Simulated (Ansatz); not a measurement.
Crystal: TiSe.

```
CELL_PARAMETERS angstrom
3.20359 0.00000 0.00000
0.00000 3.20359 0.00000
0.00000 0.00000 3.20359
ATOMIC_POSITIONS crystal
Ti 0.00000 0.00000 0.00000
Se 0.50000 0.50000 0.50000
```

The cell was built by a generator and needn't be a form met in nature.

| Quantity | Value |
| --- | --- |
| Program | Ansatz 0.2.0 |
| Task | relaxation of cell and atoms |
| Functional | PBEsol0 |
| Potentials or basis | Ansatz PAW |
| Cutoff | 420 eV (not typed: the program's choice for these potentials) |
| k mesh | 4 × 4 × 4 |
| Occupations | fermi-dirac, width 0.05 eV |
| Spin | no spin polarisation |

At the start: volume 16.44 Å³/atom.

How do energy, volume and symmetry change on relaxing?

It ends after 5 steps and the volume is 15.69 Å³/atom (-4.6 %); space group Pm-3m (No. 221, to 0.05 Å).

Step by step:
| step | energy change (eV) | largest force (eV/Å) | volume (Å³) |
| --- | --- | --- | --- |
| 1 | 0.0000 | 0.0000 | 32.88 |
| 2 | -0.0062 | 0.0000 | 30.12 |
| 3 | -0.0292 | 0.0000 | 31.47 |
| 4 | -0.0294 | 0.0000 | 31.38 |
| 5 | -0.0290 | 0.0000 | 31.38 |

Final structure:
```yaml
crystal:
  lattice:
    - [3.15406, 0.00000, 0.00000]
    - [0.00000, 3.15406, 0.00000]
    - [0.00000, 0.00000, 3.15406]
  atoms:
    - { symbol: Ti, position: [0.00000, 0.00000, 0.00000] }
    - { symbol: Se, position: [0.50000, 0.50000, 0.50000] }
```

Caveat: the k mesh is coarse (spacing up to 0.49 Å⁻¹), so the values aren't converged, least of all with exact exchange; the plane-wave basis is chosen anew once the cell has moved, so the energies of steps on either side of that aren't comparable; the PAW data sets come from PBE, with cores solved anew for the run's functional, which leaves a small shift of forces and pressure.
